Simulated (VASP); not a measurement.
# InAs: As into a neighbouring As vacancy, part 3 of 4

Aim: the barrier for one hop in InAs: As into a neighbouring As vacancy. The start is a cell from a database of measured crystal structures.

VASP 6.6.1; PBE; plane waves and PAW (In, As).

So far. Step 3 (Relax the host again, on a new basis): The run ended after 2 ionic steps, 0.000 eV below its first step, once forces and stress met EDIFFG = -0.02. Step 4 (Relax the start): The run ended after 9 ionic steps, 0.092 eV below its first step, once the forces on the free atoms met EDIFFG = -0.05.

The database entry behind the starting cell differs from later determinations by our own check (about 0.4 % short), so it need not match the best structure at ambient conditions.

### Step 5. Relax the end

The end state is relaxed in the same way, so that both ends share their errors.

INCAR reads:

```
SYSTEM = In8As7
PREC = Normal
ENCUT = 280
EDIFF = 1E-05
NELM = 120
ISMEAR = 1
SIGMA = 0.15
LREAL = Auto
ALGO = Fast
GGA = PE
NBANDS = 44
LORBIT = 11
LWAVE = .FALSE.
LCHARG = .FALSE.
NCORE = 5
IBRION = 2
NSW = 60
ISIF = 2
EDIFFG = -0.05
POTIM = 0.4
MAXMIX = 40
ISYM = 0
```

POSCAR reads:

```
In8As7
1.0
    0.0000000000      6.2178014454      6.2178014454
    6.2178014454      0.0000000000      6.2178014454
    6.2178014454      6.2178014454      0.0000000000
In As
8 7
Direct
   -0.0009105927     -0.0007179304      0.0010250583
    0.0009943502      0.0000376812      0.5018721516
    0.0016861949      0.4967008877      0.0006672167
   -0.0016669571      0.5046084058      0.4982194768
    0.4975190830      0.0014712370     -0.0015357725
    0.4987720755     -0.0019313534      0.5021053772
    0.5013512943      0.4971473724     -0.0007093165
    0.4981910431      0.4965055152      0.5042520053
    0.3760819451      0.3729610386      0.3778572188
    0.3779214586      0.8728937702      0.3744981871
    0.3706207719      0.8746128543      0.8782688172
    0.8757068518      0.3767870323      0.3728591102
    0.8701435484      0.3760121246      0.8746107092
    0.8736421770      0.8742984347      0.3785443355
    0.8764716242      0.8750350317      0.8749615948
```

KPOINTS reads:

```
Automatic mesh
0
Gamma
3 3 3
0 0 0
```

The projector-augmented-wave data sets are In and As (PBE family, release 64).

Run with:

```bash
> mpirun -np 5 vasp_std
```

The log of the run:

```text
[... set-up lines as in an earlier step ...]
 entering main loop
       N       E                     dE             d eps       ncg     rms          rms(c)
DAV:   1     0.174526835387E+03    0.17453E+03   -0.13643E+04  1232   0.621E+02
DAV:   2    -0.378033026121E+02   -0.21233E+03   -0.20358E+03  1504   0.127E+02
DAV:   3    -0.563201893951E+02   -0.18517E+02   -0.18274E+02  1540   0.398E+01
DAV:   4    -0.567063858175E+02   -0.38620E+00   -0.38492E+00  1584   0.649E+00
DAV:   5    -0.567119291327E+02   -0.55433E-02   -0.55414E-02  1536   0.777E-01    0.113E+01
RMM:   6    -0.548715033290E+02    0.18404E+01   -0.27165E+00  1232   0.359E+00    0.634E+00
RMM:   7    -0.546941917319E+02    0.17731E+00   -0.28497E+00  1232   0.352E+00    0.167E+00
RMM:   8    -0.546749794750E+02    0.19212E-01   -0.56162E-01  1232   0.203E+00    0.563E-01
RMM:   9    -0.546510733780E+02    0.23906E-01   -0.75344E-02  1241   0.797E-01    0.272E-01
RMM:  10    -0.546544457453E+02   -0.33724E-02   -0.23323E-02  1240   0.382E-01    0.197E-01
RMM:  11    -0.546531643556E+02    0.12814E-02   -0.72357E-03  1232   0.241E-01    0.552E-02
RMM:  12    -0.546532312958E+02   -0.66940E-04   -0.79889E-04  1243   0.943E-02    0.444E-02
RMM:  13    -0.546531489464E+02    0.82349E-04   -0.98795E-05  1245   0.334E-02    0.219E-02
RMM:  14    -0.546531346719E+02    0.14274E-04   -0.11842E-04  1227   0.260E-02    0.243E-03
RMM:  15    -0.546531370338E+02   -0.23619E-05   -0.17169E-05   844   0.128E-02
   1 F= -.54653137E+02 E0= -.54644227E+02  d E =-.546531E+02
 curvature:   0.00 expect dE= 0.000E+00 dE for cont linesearch  0.000E+00
 trial: gam= 0.00000 g(F)=  0.321E-01 g(S)=  0.000E+00 ort = 0.000E+00 (trialstep = 0.100E+01)
 search vector abs. value=  0.321E-01
 bond charge predicted
       N       E                     dE             d eps       ncg     rms          rms(c)
DAV:   1    -0.546745463721E+02   -0.21412E-01   -0.40430E-01  1408   0.206E+00    0.291E-01
RMM:   2    -0.546772017800E+02   -0.26554E-02   -0.30049E-02  1232   0.524E-01    0.908E-02
RMM:   3    -0.546776029771E+02   -0.40120E-03   -0.33306E-03  1241   0.196E-01    0.904E-02
RMM:   4    -0.546773850735E+02    0.21790E-03   -0.74572E-04  1232   0.872E-02    0.992E-02
RMM:   5    -0.546774001378E+02   -0.15064E-04   -0.24486E-04  1254   0.452E-02    0.628E-02
RMM:   6    -0.546774096987E+02   -0.95609E-05   -0.36871E-05  1032   0.204E-02
   2 F= -.54677410E+02 E0= -.54668527E+02  d E =-.242727E-01
[...]
3 F= -.54686735E+02 E0= -.54677913E+02  d E =-.335983E-01
[...]
4 F= -.54686758E+02 E0= -.54677943E+02  d E =-.336210E-01
[...]
5 F= -.54688823E+02 E0= -.54680174E+02  d E =-.206460E-02
[...]
6 F= -.54692181E+02 E0= -.54684134E+02  d E =-.542314E-02
[...]
7 F= -.54692358E+02 E0= -.54684497E+02  d E =-.560024E-02
 curvature:  -3.06 expect dE=-0.339E-02 dE for cont linesearch -0.155E-05
 trial: gam= 0.60688 g(F)=  0.111E-02 g(S)=  0.000E+00 ort =-0.316E-04 (trialstep = 0.217E+01)
 search vector abs. value=  0.179E-02
 bond charge predicted
       N       E                     dE             d eps       ncg     rms          rms(c)
DAV:   1    -0.546939350075E+02   -0.15861E-02   -0.51911E-02  1312   0.740E-01    0.776E-02
RMM:   2    -0.546941093300E+02   -0.17432E-03   -0.27336E-03  1232   0.165E-01    0.737E-02
RMM:   3    -0.546941269272E+02   -0.17597E-04   -0.49135E-04  1232   0.754E-02    0.461E-02
RMM:   4    -0.546941162409E+02    0.10686E-04   -0.12696E-04  1234   0.350E-02    0.303E-02
RMM:   5    -0.546941063512E+02    0.98898E-05   -0.32247E-05   985   0.177E-02
   8 F= -.54694106E+02 E0= -.54686773E+02  d E =-.174806E-02
 trial-energy change:   -0.001748  1 .order   -0.001713   -0.002353   -0.001073
 step:   3.9801(harm=  3.9801)  dis= 0.00995  next Energy=   -54.694521 (dE=-0.216E-02)
 reached required accuracy - stopping structural energy minimisation
```

Wall time 31 s (5 MPI ranks of AMD EPYC 9R45, shared host); peak memory 0.57 GiB; 2.5 min of CPU time.

OUTCAR, selected parts (step 5):

```text
   NELECT =      59.0000    total number of electrons

 E-fermi :   2.5472

 k-point     1 :       0.0000    0.0000    0.0000
  band No.  band energies     occupation
    ...
     26       1.4203      2.00000
     27       1.9651      2.00000
     28       1.9674      2.00000
     29       1.9709      2.00000
     30       2.2780      2.02931
     31       3.0418     -0.00003
     32       3.0426     -0.00003
     33       3.0457     -0.00003
     34       3.7917     -0.00000
     35       3.9862     -0.00000
    ...

  Total       -1.6087543     -1.6217078     -1.6467530      0.0281719      0.0621948      0.0053135
  in kB       -5.3611724     -5.4043397     -5.4878030      0.0938828      0.2072641      0.0177072
  external PRESSURE =      -5.4177717 kB  Pullay stress =       0.0000000 kB

 POSITION                                       TOTAL-FORCE (eV/Angst)
 -----------------------------------------------------------------------------------
      6.22889      6.21829     12.41671        -0.014746     -0.000694      0.032187
      9.32947      3.11809      6.22238        -0.001323     -0.005362      0.004839
      9.29106      6.24394      3.12949        -0.000306      0.002327     -0.000229
      6.22051      9.31802      9.33205        -0.009794      0.021270     -0.026300
      6.24638      9.29202      3.13593         0.001530     -0.008839     -0.003222
      9.32669      6.22117      9.31461         0.014179     -0.010133     -0.004440
      9.29934      9.30131      6.17615         0.005956     -0.007834      0.021072
      6.25492      6.26555      6.16809         0.015190      0.006499     -0.001743
      4.66455      4.66804      4.64990         0.000228     -0.002870      0.022621
      7.76988      4.66736      7.76853        -0.019789      0.007934     -0.007934
     10.88598      7.76452      7.75667        -0.011489      0.026758      0.013751
      4.66132      7.77698      7.77301         0.015150     -0.017984     -0.018277
      7.76400     10.87512      7.76650         0.008875      0.006708     -0.006593
      7.78594      7.77768     10.87942        -0.014455     -0.016335     -0.009295
     10.87920     10.88288     10.87942         0.010795     -0.001444     -0.016437
 -----------------------------------------------------------------------------------
    total drift:                               -0.007360     -0.006897      0.067246

  FREE ENERGIE OF THE ION-ELECTRON SYSTEM (eV)
  ---------------------------------------------------
  free  energy   TOTEN  =       -54.6941063512 eV

  energy  without entropy=      -54.6721076675  energy(sigma->0) =      -54.68677346

[... 6 parts as in an earlier step ...]

[... 9 further parts left out ...]
```

The steps of the relaxation:

| step | energy less that of the first step (eV) | largest force (eV/Å) |
| --- | --- | --- |
| 1 | 0.0000 | 0.3856 |
| 2 | -0.0243 | 0.1930 |
| 3 | -0.0336 | 0.1079 |
| 4 | -0.0336 | 0.1066 |
| 5 | -0.0357 | 0.0912 |
| 6 | -0.0390 | 0.0686 |
| 7 | -0.0392 | 0.0861 |
| 8 | -0.0410 | 0.0354 |

The atoms that moved most (Å):

| atom | dx | dy | dz | length |
| --- | --- | --- | --- | --- |
| In8 | 0.032 | 0.033 | -0.017 | 0.049 |
| In5 | 0.029 | -0.010 | 0.033 | 0.045 |
| In7 | -0.005 | -0.029 | -0.032 | 0.044 |
| In3 | -0.019 | 0.012 | 0.031 | 0.038 |
| As13 | -0.012 | 0.027 | 0.018 | 0.034 |
| In4 | -0.015 | 0.013 | -0.013 | 0.023 |
| As9 | -0.004 | -0.020 | -0.008 | 0.022 |
| As12 | 0.000 | 0.014 | -0.015 | 0.020 |

The relaxed structure:

```cif
data_structure
_symmetry_space_group_name_H-M 'P 1'
_symmetry_Int_Tables_number 1
_cell_length_a 8.7933
_cell_length_b 8.7933
_cell_length_c 8.7933
_cell_angle_alpha 60.000
_cell_angle_beta 60.000
_cell_angle_gamma 60.000
_cell_volume 480.77
loop_
_atom_site_label
_atom_site_type_symbol
_atom_site_fract_x
_atom_site_fract_y
_atom_site_fract_z
_atom_site_occupancy
In1 In 0.99763 0.99933 0.00245 1
In2 In 0.00088 0.99985 0.50059 1
In3 In 0.00662 0.49669 0.99758 1
In4 In 0.99951 0.50135 0.49909 1
In5 In 0.49709 0.00726 0.99734 1
In6 In 0.49930 0.99876 0.50124 1
In7 In 0.49681 0.49649 0.99911 1
In8 In 0.49686 0.49515 0.51082 1
As9 As 0.37420 0.37364 0.37656 1
As10 As 0.37521 0.87419 0.37543 1
As11 As 0.37274 0.87476 0.87602 1
As12 As 0.87560 0.37452 0.37516 1
As13 As 0.87472 0.37436 0.87431 1
As14 As 0.87420 0.87552 0.37668 1
As15 As 0.87516 0.87456 0.87512 1
```

Numbers from this step:

| Item | Value |
| --- | --- |
| electronic cycles | 46 |
| free energy (TOTEN) | -54.6941 eV |
| energy at zero smearing | -54.6868 eV |
| Fermi energy | 2.547 eV |

The run ended after 8 ionic steps, 0.041 eV below its first step, once the forces on the free atoms met EDIFFG = -0.05.

(Part 3 of 4 ends here.)

[Lines on the potential files, build, host, timing and source positions are cut from VASP's logs without a mark.]

[Logs are printed without paths, hosts, clocks, repeated set-up lines and the standing remarks that a program may print on its own settings, such as how far it seeks lower states.]

[Hosts, paths, dates, database ids (printed as entryN), source tags and the programs' standing remarks are cut or masked in the printed files.]

[Runs that stopped without an error message from VASP are left out.]
